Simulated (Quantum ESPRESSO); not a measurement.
This Quantum ESPRESSO 7.5 run on SiC (Moissanite 6H) needs a look.

pw.in

```
&CONTROL
  calculation = 'scf'
  prefix = 'pwscf'
  outdir = './tmp'
  pseudo_dir = './pseudo'
  tprnfor = .true.
  tstress = .true.
  disk_io = 'low'
/
&SYSTEM
  ibrav = 0
  nat = 12
  ntyp = 2
  ecutwfc = 82
  nbnd = 33
  occupations = 'smearing'
  smearing = 'gaussian'
  degauss = 0.01469973
  vdw_corr = 'ts'
/
&ELECTRONS
  conv_thr = 2.4d-09
  electron_maxstep = 75
  mixing_beta = 0.5
/
ATOMIC_SPECIES
Si    28.0850 Si.upf
C     12.0110 C.upf
CELL_PARAMETERS angstrom
   3.0101624171    0.0000000000    0.0000000000
  -1.5050812086    2.6068771228    0.0000000000
   0.0000000000    0.0000000000   14.7541724937
ATOMIC_POSITIONS angstrom
Si     0.6666666667    0.3333333333    0.4583000000
Si     0.3333333333    0.6666666667    0.9583000000
Si     0.6666666667    0.3333333333    0.7917000000
Si     0.3333333333    0.6666666667    0.2917000000
Si     0.0000000000    0.0000000000    0.6250000000
Si     0.0000000000    0.0000000000    0.1250000000
C      0.6666666667    0.3333333333    0.3333000000
C      0.3333333333    0.6666666667    0.8333000000
C      0.6666666667    0.3333333333    0.6667000000
C      0.3333333333    0.6666666667    0.1667000000
C      0.0000000000    0.0000000000    0.5000000000
C      0.0000000000    0.0000000000    0.0000000000
K_POINTS automatic
10 10 2 0 0 0
```

Potentials or basis: PseudoDojo 0.4.1 SR PBE standard.

The run is started by

```console
$ OMP_NUM_THREADS=1 pw.x -in pw.in > pw.out
```

pw.out:

```text
This program is part of the open-source Quantum ESPRESSO suite
     for quantum simulation of materials; please cite
         "P. Giannozzi et al., J. Phys.:Condens. Matter 21 395502 (2009);
         "P. Giannozzi et al., J. Phys.:Condens. Matter 29 465901 (2017);
         "P. Giannozzi et al., J. Chem. Phys. 152 154105 (2020);
     in publications or presentations arising from this work. More details at

     G-vector sticks info
     --------------------
     sticks:   dense  smooth     PW     G-vecs:    dense   smooth      PW
     Sum         745     745    211                78509    78509   12225

     Using Slab Decomposition

     bravais-lattice index     =            0
     lattice parameter (alat)  =       5.6884  a.u.
     unit-cell volume          =     781.3074 (a.u.)^3
     number of atoms/cell      =           12
     number of atomic types    =            2
[... 98 lines left out ...]
     Radial grid parameter: gfctrA is  1.000000.
     Radial grid parameter: dxA is  0.010000.
     The number of valence electrons, eref, is         3.999997992905759.
     The reference free atom volume, vref, is        38.949206933621483 bohr^3.
     Determining intial radial grid cutoff...
     An acceptable radial grid cutoff was determined by retaining  801 of 1248 radial grid points.
     The magnitude of the atomic pseudo-density at the radial grid cutoff is  8.758705E-07.
     Using this radial grid cutoff value of         8.000000000000000 au:
     The free atom volume computed with this cutoff is        38.564933645733234 bohr^3 with an error of  0.987%.
     Linear grid spacing was computed as:         0.009000000000000 bohr.
     The free atom static dipole polarizability is     12.000000 bohr^3.
     The free atom homonuclear C6 coefficient is     46.600000 Hartree bohr^6.
     The free atom vdW radius is      3.590000 bohr.

     Initial potential from superposition of free atoms

     starting charge      47.9961, renormalised to      48.0000

     negative rho (up, down):  2.090E-05 0.000E+00
     Starting wfcs are   48 randomized atomic wfcs

     Self-consistent Calculation

     iteration #  1     ecut=    82.00 Ry     beta= 0.50
     Davidson diagonalization with overlap
     ethr =  1.00E-02,  avg # of iterations = 12.0

     negative rho (up, down):  7.412E-07 0.000E+00

     total energy              =    1033.06963685 Ry
     estimated scf accuracy    <     470.94888516 Ry

     iteration #  2     ecut=    82.00 Ry     beta= 0.50
     Davidson diagonalization with overlap
     ethr =  1.00E-02,  avg # of iterations =  7.1

     total energy              =     928.50673905 Ry
     estimated scf accuracy    <       9.15026603 Ry

     iteration #  3     ecut=    82.00 Ry     beta= 0.50
     Davidson diagonalization with overlap
     ethr =  1.00E-02,  avg # of iterations =  2.1
```

Q: Diagnose the run.

A: The run was cut off at its time limit. The input holds a flaw that was put in on purpose: fractional positions marked angstrom.
